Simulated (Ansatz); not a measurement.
# MnS under changes of volume

One of the cells (17.667 Å³/atom); the others are scaled copies at fixed shape and fractional positions:

```xyz
2
Lattice="0.0000 2.6045 2.6045 2.6045 0.0000 2.6045 2.6045 2.6045 0.0000" Properties=species:S:1:pos:R:3 pbc="T T T"
Mn    0.0000    0.0000    0.0000
S     2.6045    2.6045    2.6045
```

* Program: Ansatz 0.2.0
* Functional: revPBE
* Potentials or basis: JTH PAW
* Cutoff: 1290 eV (not typed: the program's choice for these potentials)
* k mesh: 9 × 9 × 9
* Occupations: tetrahedron
* Spin: collinear spin, ferromagnetic start
* Starting moments: [4.0, 0.0] μB
* Hubbard terms: Mn d U = 4 eV

```csv
volume (Å³/atom),energy over the lowest point (meV/atom),pressure (GPa),gap on the mesh (eV)
16.607,124.03,16.2,0.58
16.961,91.20,13.6,0.74
17.314,63.87,11.2,0.82
17.667,41.52,9.1,0.84
18.021,23.69,7.1,0.85
18.374,?,?,?
18.727,0.00,3.7,0.87
```

What does the run at 18.374 Å³/atom give?

Energy over the lowest point 9.97 meV/atom; pressure 5.3 GPa; gap on the mesh 0.86 eV.

Worked out: A Birch-Murnaghan fit of order 3 (a polynomial in V^(-2/3)) to the other rows has no minimum within the range. It gives 9.96 meV/atom at 18.374 Å³/atom, against the run's 9.97, and -dE/dV = 5.3 GPa, against 5.3. A parabola through the other rows of the gap, of slope -0.546 eV per unit of ln V there, gives 0.88 eV, against the run's 0.86.

Energies are extrapolated to zero smearing.

Caveats: the magnetic or orbital state may not be the lowest; odd divisions of the mesh miss points on the zone boundary, where band edges often lie, so the gap on the mesh can be too wide; a cell with one magnetic atom can't hold antiferromagnetic order, which such compounds often take; with tetrahedron occupations forces and stress needn't match the slope of the energy.

A mesh can miss the band edges.
